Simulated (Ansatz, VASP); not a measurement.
**One calculation of Tl, two programs**

```xyz
2
Lattice="0.0000 3.4361 3.4361 3.4361 0.0000 3.4361 3.4361 3.4361 0.0000" Properties=species:S:1:pos:R:3 pbc="T T T"
Tl   -0.8590   -0.8590   -0.8590
Tl    0.8590    0.8590    0.8590
```

Alike in both runs: functional LDA; k mesh 11 × 11 × 11; occupations fermi-dirac, width 0.05 eV; no spin polarisation.

Ansatz relaxed the structure, and its values are those at the end. VASP's run is a single point on that final structure, the one shown.

|  | VASP | Ansatz |
| --- | --- | --- |
| version | VASP 6.6.1 | Ansatz 0.2.0 |
| potentials or method | VASP PAW LDA potentials, release 64 (Tl_d), cutoff 520 eV | all-electron LAPW, non-relativistic |

Ansatz gave:

```
pressure (GPa) : 0.0
```

Estimate VASP's values.

pressure (GPa): -1.2.

Ansatz ran all-electron here, so the differences hold the error of VASP's frozen core and of both bases.

Spin-orbit coupling is left out, which matters for the levels of Tl.
